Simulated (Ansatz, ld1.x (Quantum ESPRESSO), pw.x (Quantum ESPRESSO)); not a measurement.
## Which Si potential is closest to all-electron in the fcc crystal?

All use PBE, scalar-relativistic, no spin, cutoffs from each file’s atomic test, pw.x 7.5; 15³ k-points, Fermi–Dirac smearing 0.01 Ry. Δ is the rms difference from all-electron LAPW of the E(V) curves that follow from fits to the pressures, over ±6 % in volume. Mesh and smearing are coarse and serve the comparison alone. The files are a selection: those with a ghost or negative overlap were mostly not run, and those with noisy or unconverged pressures or nearly equal Δ are left out.

All-electron: a0 = 3.869 Å (V0 = 14.48 Å³/atom), B0 = 82.7 GPa.

Q: Rank them by Δ, smallest first.
A. norm-conserving Troullier–Martins (Kleinman–Bylander form), ld1.x (Quantum ESPRESSO) 7.5, PBE; core [Ne], reference 3s2 3p0; waves: 3p (bound, empty): rc 1.60 bohr; 3d channel at 0.05 Ry: rc 1.70 bohr; 3s (bound): rc 1.55 bohr; local part: the s channel; core correction: none.
B. PAW, ld1.x (Quantum ESPRESSO) 7.5, PBE; core [Ne], reference 3s2 3p0.5; waves: 3s (bound): rcut 1.25, rcutus 1.50 bohr; 3s channel at -0.7 Ry: rcut 1.25, rcutus 1.50 bohr; 3p (bound): rcut 1.65, rcutus 2.05 bohr; 3p channel at -0.85 Ry: rcut 1.65, rcutus 2.05 bohr; local part: all-electron potential smoothed inside 1.15 bohr (lloc = -2); core correction: Bessel-smoothed model core inside 0.80 bohr; augmentation: PSQ, inside the norm-conserving radii.
C. ultrasoft, ld1.x (Quantum ESPRESSO) 7.5, PBE; core [Ne], reference 3s2 3p2; waves: 3s (bound): rcut 1.55, rcutus 1.65 bohr; 3s channel at 0.4 Ry: rcut 1.55, rcutus 1.65 bohr; 3p (bound): rcut 1.30, rcutus 1.65 bohr; 3p channel at 3.75 Ry: rcut 1.30, rcutus 1.65 bohr; local part: all-electron potential smoothed inside 1.30 bohr (lloc = -1); core correction: a·sin(br)/r model core inside 1.45 bohr; augmentation: built from norm-conserving waves at rcut, not smoothed further.

A: A (2.1 meV/atom), C (3.2 meV/atom), B (9.1 meV/atom).
